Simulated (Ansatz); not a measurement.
# CuO (Tenorite) (Cc) in Ansatz: notebook

One crystal, CuO (Tenorite), is run at these levels: r2SCAN; tasks: single point, equation of state.

All numbers are computed with Ansatz 0.2.0; they aren't measurements. Logs are shortened: lines on timing, memory, paths and dates and some standing lists are left out, and cuts for length are marked.

## 1. The crystal as given

The structure is monoclinic, space group Cc (No. 9). Conventional cell: a = 4.689 Å, b = 3.427 Å, c = 5.132 Å, α = 90.00°, β = 99.65°, γ = 90.00°. Cu (site symmetry 1) is surrounded by 4 O at 1.91 to 2.02 Å. O (site symmetry 1) has 4 Cu at 1.91 to 2.02 Å as nearest neighbours.

## 2. Single point, r2SCAN, 9.55 Å³/atom (volume scaled by 0.94)

input.yaml reads:

```yaml
crystal:
  lattice:
    - [2.2967865698, -1.6784228387, 0.0]
    - [2.2967865698, 1.6784228387, 0.0]
    - [-0.8429870921, 0.0, 4.9561536082]
  atoms:
    - { symbol: Cu, position: [0.4968, 0.0032, 0.5] }
    - { symbol: Cu, position: [0.0032, 0.4968, 0.0] }
    - { symbol: O, position: [0.4056, 0.5714, 0.7537] }
    - { symbol: O, position: [0.5714, 0.4056, 0.2537] }
hamiltonian:
  xc: r2scan
  pseudopotentials: { kind: paw }
kpoints:
  mp_grid: { grid: [10, 10, 5] }
scf:
  occupations: { method: fermi_dirac, width: 0.05 }
output:
  forces: true
  stress: true
  eigenvalues: true
```

Potentials or basis: Ansatz PAW.

On the command line:

```
$ ansatz run input.yaml --threads 2 --pin off --max-ram 5632MiB --backend cpu --events-out ev --progress --plain --runs-dir out
```

What it wrote:

```text
Warning: RAYON_NUM_THREADS=2 ignored (pool sized by the plan → 2); use --threads N
Engine: ansatz 0.2.0, x86_64-unknown-linux-gnu
Pseudopotentials: kind: paw
Pseudopotential: Cu, paw, valence charge 19, recommended cutoff 500 eV (meta_gga), Cu.paw.azcp
Pseudopotential: O, paw, valence charge 6, recommended cutoff 500 eV (meta_gga), O.paw.azcp
Functional definition: r2SCAN
  parameter k0 = 0.174
  parameter k1 = 0.065
  parameter a1 = 4.9479
  exchange = r2scan_x(k0 = k0, k1 = k1, a1 = a1)
  correlation = r2scan_c
Crystal: 4 atoms, lattice volume = 38.212 Å³
Basis set: ecut = 500 eV, 959 PW (Γ), exchange–correlation on 96×96×160 points (64 copies of the dense FFT grid, shifted against one another)
Bands: 30, of which v1, the nominal top of the filled ones, is band 25 counted from 1 (24 counted from 0)
Symmetry: 2 space group operations
Space group: Cc (ITA 9), of the structure as read, at distance tolerance 3.4e-5 Å
k-points: 141 of 500 (time reversal used)
Non-local potential: Cu, projectors of the file, l = 0: 3, l = 1: 2, l = 2: 3, l = 3: 1
Non-local potential: O, projectors of the file, l = 0: 2, l = 1: 2, l = 2: 1
PAW form: soft (Blöchl's): semilocal exchange-correlation on the pseudo side does not see the compensation charge
PAW frozen core: Cu, regenerated for the run's functional (the file was generated under x = pbe(κ = 0.804, μ = 0.2195149727645171), c = pbe(β = 0.06672455060314922))
PAW frozen core: O, regenerated for the run's functional (the file was generated under x = pbe(κ = 0.804, μ = 0.2195149727645171), c = pbe(β = 0.06672455060314922))
PAW one-centre angular grid: Cu, 590 points (default); XC on 160 Gauss nodes
PAW one-centre angular grid: O, 302 points (default); XC on 160 Gauss nodes
Initial density: superposition of atomic densities (neutral atoms: chi_scale 0, normalization atom), corrected by the library's trained network
Initial wavefunctions: pseudopotential atomic-orbital guess
Functional: x = r2scan, c = r2scan; τ floored in thin density (d = 2e-4 eV/Å³)
SCF iter   1: F=—  HF=-14397.050587 eV  |F-HF|=—  |Δ(HF+E_count)|=         —  Δρ=2.53e-2  dr2=1.24e-1  dr2_τ=9.61e-2  ethr=1.77e-3  ⟨swp⟩=5.7  Hψ=14616  notcnv=0
preconditioner: auto → Kerker (q_TF=auto, 2.853 Å⁻¹)  [metal: Δε(μ)=0.014 eV  Ē_g=12.578 eV  σ=0.050 eV  W_gap=0.07  n_scr=20 (ndim 8)  ℏωp=35.0 eV  f_vac=0.000  D(μ)=2.15/eV (n_scr^D=20)]
SCF iter   2: F=—  HF=-14397.070749 eV  |F-HF|=—  |Δ(HF+E_count)|=   2.02e-2  Δρ=9.07e-3  dr2=2.64e-2  dr2_τ=2.30e-3  ethr=2.49e-4  ⟨swp⟩=2.5  Hψ=8518  notcnv=0
SCF iter   3: F=—  HF=-14397.063559 eV  |F-HF|=—  |Δ(HF+E_count)|=   7.19e-3  Δρ=8.24e-3  dr2=1.48e-2  dr2_τ=7.53e-4  ethr=5.28e-5  ⟨swp⟩=2.4  Hψ=7705  notcnv=0
SCF iter   4: F=—  HF=-14397.061625 eV  |F-HF|=—  |Δ(HF+E_count)|=   1.93e-3  Δρ=3.57e-3  dr2=3.34e-3  dr2_τ=1.06e-4  ethr=2.97e-5  ⟨swp⟩=1.0  Hψ=4238  notcnv=0
SCF iter   5: F=—  HF=-14397.061028 eV  |F-HF|=—  |Δ(HF+E_count)|=   5.97e-4  Δρ=8.12e-4  dr2=2.52e-4  dr2_τ=1.30e-5  ethr=6.69e-6  ⟨swp⟩=2.8  Hψ=6744  notcnv=0
SCF iter   6: F=—  HF=-14397.061056 eV  |F-HF|=—  |Δ(HF+E_count)|=   2.81e-5  Δρ=2.22e-4  dr2=2.49e-5  dr2_τ=6.65e-7  ethr=5.04e-7  ⟨swp⟩=2.7  Hψ=6804  notcnv=0
SCF iter   7: F=—  HF=-14397.061055 eV  |F-HF|=—  |Δ(HF+E_count)|=   7.42e-7  Δρ=9.53e-5  dr2=2.42e-6  dr2_τ=1.27e-7  ethr=4.98e-8  ⟨swp⟩=2.0  Hψ=6218  notcnv=0
SCF iter   8: F=—  HF=-14397.061055 eV  |F-HF|=—  |Δ(HF+E_count)|=   1.50e-7  Δρ=2.35e-5  dr2=2.07e-7  dr2_τ=5.99e-9  ethr=4.84e-9  ⟨swp⟩=1.0  Hψ=4232  notcnv=0
SCF iter   9: F=-14397.061055 eV  HF=-14397.061055 eV  |F-HF|=4.98e-10  |Δ(HF+E_count)|=   1.51e-8  Δρ=6.46e-6  dr2=9.44e-9  dr2_τ=5.28e-10  ethr=2.00e-10  ⟨swp⟩=4.0  Hψ=14306  notcnv=0
SCF 1 converged in 9 iterations: F = -14397.061055 eV  dr2 = 9.44e-9
SCF converged after 9 iterations
Free energy (F): -14397.061055 eV
Harris-Foulkes:  -14397.061055 eV  (|F-HF|=4.98e-10)
Internal energy: -14397.043485 eV  (E = F + TS)
E sigma→0 (E₀):  -14397.052270 eV
Entropy (-TS):   -0.017570 eV (-4.393 meV/atom)
Fermi energy:    13.297363 eV
--- Per-component energies (eV) ---
  E_band       = -871.247302
  E_kinetic    = 948.178994
  E_local      = -9467.476098  (includes V_loc(G=0)·N_el)
  E_nonlocal   = 889.158925
  E_hartree    = 4118.026041
  E_xc         = -313.113435
  E_vxc        = -457.487166  (∫ρ·V_xc dr)
  E_paw        = -3673.509038  (= ΣΔE_a)
  E_vpaw       = -1050.060240  (= ΣTr[D̂ρ^β])
  E_aug_tail   = 0.002379  (compensation charges beyond the density's cutoff)
  E_vtau       = 30.377487  (kinetic-family band-sum trace: ∫τ·v_τ [+ j·A + Jᵃ·Aᵃ] dr)
  E_ewald      = -6897.645155
  E_core_change = -0.666098  (= ΣΔE_core)
  E_smearing   = -0.017570  (= −TS)
  E_closure    = -0.000000  (closes the sum)
  Σ components = -14397.061055   (vs F -14397.061055, Δ=0.00e0)
--- Forces (eV/Å), atoms counted from 1 ---
  atom   1  Cu    -0.76250553    -0.44450862     0.30937474
  atom   2  Cu    -0.76250553     0.44450862     0.30937474
  atom   3  O      0.76250200    -0.12393868    -0.30936722
  atom   4  O      0.76250200     0.12393868    -0.30936722
  max |Σ_I F_I| component: 1.50e-5 eV/Å
--- Stress (GPa, compression-positive) ---
       11.649267      -0.000000      -3.047435
       -0.000000      10.220679      -0.000000
       -3.047434      -0.000000      12.755742
  P = ⅓ Tr σ = 11.5419 GPa (115.419 kbar)
--- Band table (eV; the first three rows and the last of 141) ---
  k-point 0: bands = ["-103.4369", "-103.4360", "-59.4116", "-59.4109", "-59.3928", "-59.3803", "-58.9909", "-58.9903", "-8.4455", "-6.9909", "4.2264", "7.0245", "7.3931", "9.3638", "9.4736", "9.4890", "9.7889", "10.0569", "10.1218", "10.3149", "10.5652", "10.6763", "10.7836", "11.2804", "13.4854", "14.2946", "15.5263", "19.8689", "22.3475", "27.5259"]
  k-point 1: bands = ["-103.4368", "-103.4361", "-59.4115", "-59.4109", "-59.3916", "-59.3815", "-58.9909", "-58.9904", "-8.3282", "-7.1581", "4.6328", "7.1201", "7.4222", "8.6780", "9.0753", "9.2012", "9.8826", "10.0233", "10.3177", "10.3917", "10.6123", "10.8152", "11.1067", "11.1807", "13.4433", "14.1305", "16.0650", "19.3458", "23.1531", "27.5321"]
  k-point 2: bands = ["-103.4366", "-103.4363", "-59.4113", "-59.4111", "-59.3885", "-59.3846", "-58.9907", "-58.9905", "-8.0039", "-7.5609", "5.7202", "7.1036", "7.3667", "7.6441", "8.6461", "8.6724", "10.0510", "10.1264", "10.4330", "10.4679", "10.5801", "10.7950", "11.3470", "11.4873", "13.4308", "13.7357", "17.1962", "18.3540", "24.8612", "26.7749"]
  k-point 140: bands = ["-103.4347", "-103.4346", "-59.4297", "-59.4281", "-59.3856", "-59.3834", "-59.0017", "-59.0006", "-6.9177", "-6.8052", "5.6174", "6.1616", "6.8343", "6.9663", "7.4140", "7.8066", "9.9873", "10.3022", "10.5833", "10.5986", "11.2001", "11.2236", "11.6617", "11.7976", "12.5985", "13.3059", "18.2251", "19.4862", "22.7928", "23.6429"]
```

Wall time 26 s (2 threads of Intel Xeon at 2.50GHz (Skylake/Cascade Lake), shared host); peak memory 0.53 GiB.

What came out:

```yaml
Free_energy: -14397.0611 eV
Pressure: 11.5 GPa
Largest_force: 0.935 eV/Å
Band_gap_on_the_k_mesh: none (metal or under the smearing width)
```

Caveat: the run has no spin polarisation, though such a crystal can be magnetic; semilocal functionals often make such compounds metallic where correlation or magnetic order opens a gap, which also shifts bond lengths; the PAW data sets come from PBE, with cores solved anew for the run's functional, which leaves a small shift of forces and pressure.

## 3. Single point, r2SCAN, 9.76 Å³/atom (volume scaled by 0.96)

input.yaml, as its differences from that of step 2:

```diff
@@ -2,5 +2,5 @@
   lattice:
-    - [2.2967865698, -1.6784228387, 0.0]
-    - [2.2967865698, 1.6784228387, 0.0]
-    - [-0.8429870921, 0.0, 4.9561536082]
+    - [2.312961656, -1.6902431073, 0.0]
+    - [2.312961656, 1.6902431073, 0.0]
+    - [-0.8489238166, 0.0, 4.9910572484]
   atoms:
@@ -21 +21,5 @@
   eigenvalues: true
+  write_density: true
+  write_potential: true
+  elf: true
+  volumetric_format: npy
```

Potentials or basis: Ansatz PAW.

On the command line:

```
$ ansatz run input.yaml --threads 2 --pin off --max-ram 5632MiB --backend cpu --events-out ev --progress --plain --runs-dir out
```

It took 33 s on 2 threads of Intel Xeon at 2.50GHz (Skylake/Cascade Lake), shared host; peak memory 0.54 GiB.

The run converged. Its results:

| Property | Result |
| --- | --- |
| Free energy | -14397.1073 eV |
| Pressure | 6.8 GPa |
| Largest force | 0.864 eV/Å |
| Band gap on the k mesh | none (metal or under the smearing width) |

Caveat: the run has no spin polarisation, though such a crystal can be magnetic; semilocal functionals often make such compounds metallic where correlation or magnetic order opens a gap, which also shifts bond lengths; the PAW data sets come from PBE, with cores solved anew for the run's functional, which leaves a small shift of forces and pressure.

## 4. Single point, r2SCAN, 9.96 Å³/atom (volume scaled by 0.98)

input.yaml, as its differences from that of step 3:

```diff
@@ -2,5 +2,5 @@
   lattice:
-    - [2.312961656, -1.6902431073, 0.0]
-    - [2.312961656, 1.6902431073, 0.0]
-    - [-0.8489238166, 0.0, 4.9910572484]
+    - [2.3289136198, -1.7019003246, 0.0]
+    - [2.3289136198, 1.7019003246, 0.0]
+    - [-0.8547786486, 0.0, 5.0254794206]
   atoms:
```

On the command line:

```
$ ansatz run input.yaml --threads 2 --pin off --max-ram 5632MiB --backend cpu --events-out ev --progress --plain --runs-dir out
```

Wall time 34 s (2 threads of Intel Xeon at 2.50GHz (Skylake/Cascade Lake), shared host); peak memory 0.54 GiB.

Results (log left out):

| Property | Result |
| --- | --- |
| Free energy | -14397.1306 eV |
| Pressure | 2.5 GPa |
| Largest force | 0.797 eV/Å |
| Band gap on the k mesh | none (metal or under the smearing width) |

Caveat: the run has no spin polarisation, though such a crystal can be magnetic; semilocal functionals often make such compounds metallic where correlation or magnetic order opens a gap, which also shifts bond lengths; the PAW data sets come from PBE, with cores solved anew for the run's functional, which leaves a small shift of forces and pressure.

## 5. Single point, r2SCAN, 10.16 Å³/atom

input.yaml, as its differences from that of step 4:

```diff
@@ -2,5 +2,5 @@
   lattice:
-    - [2.3289136198, -1.7019003246, 0.0]
-    - [2.3289136198, 1.7019003246, 0.0]
-    - [-0.8547786486, 0.0, 5.0254794206]
+    - [2.34465, -1.7134, 0.0]
+    - [2.34465, 1.7134, 0.0]
+    - [-0.8605543552, 0.0, 5.0594363927]
   atoms:
```

On the command line:

```
$ ansatz run input.yaml --threads 2 --pin off --max-ram 5632MiB --backend cpu --events-out ev --progress --plain --runs-dir out
```

Run time: 37 s. Hardware: 2 threads of Intel Xeon at 2.50GHz (Skylake/Cascade Lake), shared host; peak memory 0.54 GiB.

It converged, with:

- Free energy: -14397.1334 eV
- Pressure: -1.3 GPa
- Largest force: 0.735 eV/Å
- Band gap on the k mesh: none (metal or under the smearing width)

Caveat: the run has no spin polarisation, though such a crystal can be magnetic; semilocal functionals often make such compounds metallic where correlation or magnetic order opens a gap, which also shifts bond lengths; the PAW data sets come from PBE, with cores solved anew for the run's functional, which leaves a small shift of forces and pressure.

## 6. Single point, r2SCAN, 10.37 Å³/atom (volume scaled by 1.02)

input.yaml, as its differences from that of step 5:

```diff
@@ -2,5 +2,5 @@
   lattice:
-    - [2.34465, -1.7134, 0.0]
-    - [2.34465, 1.7134, 0.0]
-    - [-0.8605543552, 0.0, 5.0594363927]
+    - [2.360177936, -1.7247473506, 0.0]
+    - [2.360177936, 1.7247473506, 0.0]
+    - [-0.8662535568, 0.0, 5.0929435705]
   atoms:
@@ -21,5 +21 @@
   eigenvalues: true
-  write_density: true
-  write_potential: true
-  elf: true
-  volumetric_format: npy
```

Potentials or basis: Ansatz PAW.

On the command line:

```
$ ansatz run input.yaml --threads 2 --pin off --max-ram 5632MiB --backend cpu --events-out ev --progress --plain --runs-dir out
```

Run time: 29 s. Hardware: 2 threads of Intel Xeon at 2.50GHz (Skylake/Cascade Lake), shared host; peak memory 0.53 GiB.

Results (log left out):

```yaml
Free_energy: -14397.1180 eV
Pressure: -4.7 GPa
Largest_force: 0.721 eV/Å
Band_gap_on_the_k_mesh: none (metal or under the smearing width)
```

Caveat: the run has no spin polarisation, though such a crystal can be magnetic; semilocal functionals often make such compounds metallic where correlation or magnetic order opens a gap, which also shifts bond lengths; the PAW data sets come from PBE, with cores solved anew for the run's functional, which leaves a small shift of forces and pressure.

## 7. Single point, r2SCAN, 10.57 Å³/atom (volume scaled by 1.04)

input.yaml, as its differences from that of step 6:

```diff
@@ -2,5 +2,5 @@
   lattice:
-    - [2.360177936, -1.7247473506, 0.0]
-    - [2.360177936, 1.7247473506, 0.0]
-    - [-0.8662535568, 0.0, 5.0929435705]
+    - [2.3755041962, -1.7359473225, 0.0]
+    - [2.3755041962, 1.7359473225, 0.0]
+    - [-0.8718787375, 0.0, 5.1260155593]
   atoms:
```

On the command line:

```
$ ansatz run input.yaml --threads 2 --pin off --max-ram 5632MiB --backend cpu --events-out ev --progress --plain --runs-dir out
```

It took 29 s on 2 threads of Intel Xeon at 2.50GHz (Skylake/Cascade Lake), shared host; peak memory 0.54 GiB.

Results (log left out):

| Item | Value |
| --- | --- |
| Free energy | -14397.0862 eV |
| Pressure | -7.8 GPa |
| Largest force | 0.715 eV/Å |
| Band gap on the k mesh | none (metal or under the smearing width) |

Caveat: the run has no spin polarisation, though such a crystal can be magnetic; semilocal functionals often make such compounds metallic where correlation or magnetic order opens a gap, which also shifts bond lengths; the PAW data sets come from PBE, with cores solved anew for the run's functional, which leaves a small shift of forces and pressure.

## 8. Single point, r2SCAN, 10.77 Å³/atom (volume scaled by 1.06)

input.yaml, as its differences from that of step 7:

```diff
@@ -2,5 +2,5 @@
   lattice:
-    - [2.3755041962, -1.7359473225, 0.0]
-    - [2.3755041962, 1.7359473225, 0.0]
-    - [-0.8718787375, 0.0, 5.1260155593]
+    - [2.3906352041, -1.7470046099, 0.0]
+    - [2.3906352041, 1.7470046099, 0.0]
+    - [-0.877432255, 0.0, 5.1586662202]
   atoms:
```

On the command line:

```
$ ansatz run input.yaml --threads 2 --pin off --max-ram 5632MiB --backend cpu --events-out ev --progress --plain --runs-dir out
```

Wall time 29 s (2 threads of Intel Xeon at 2.50GHz (Skylake/Cascade Lake), shared host); peak memory 0.54 GiB.

It converged, with:

```yaml
Free_energy: -14397.0398 eV
Pressure: -10.5 GPa
Largest_force: 0.715 eV/Å
Band_gap_on_the_k_mesh: none (metal or under the smearing width)
```

Caveat: the run has no spin polarisation, though such a crystal can be magnetic; semilocal functionals often make such compounds metallic where correlation or magnetic order opens a gap, which also shifts bond lengths; the PAW data sets come from PBE, with cores solved anew for the run's functional, which leaves a small shift of forces and pressure.

## 9. Equation of state, r2SCAN

Potentials or basis: Ansatz PAW.

This step only gathers the single runs of the series.

Results:

- Equilibrium volume: 10.09 Å³/atom
- Bulk modulus at fixed shape and positions: 186 GPa
- Pressure derivative of the bulk modulus: 4.6

Energy against volume, from the lowest point:
| volume (Å³/atom) | energy (meV/atom) |
| --- | --- |
| 9.553 | 18.09 |
| 9.756 | 6.53 |
| 9.959 | 0.70 |
| 10.163 | 0.00 |
| 10.366 | 3.86 |
| 10.569 | 11.81 |
| 10.772 | 23.40 |

Caveat: the cell was scaled at fixed shape and fractional positions, which overstates the stiffness of a crystal with free parameters, most of all of layers and chains; the PAW data sets were made with another functional, which shifts forces and pressure a little; the run has no spin polarisation, though such a crystal can be magnetic.
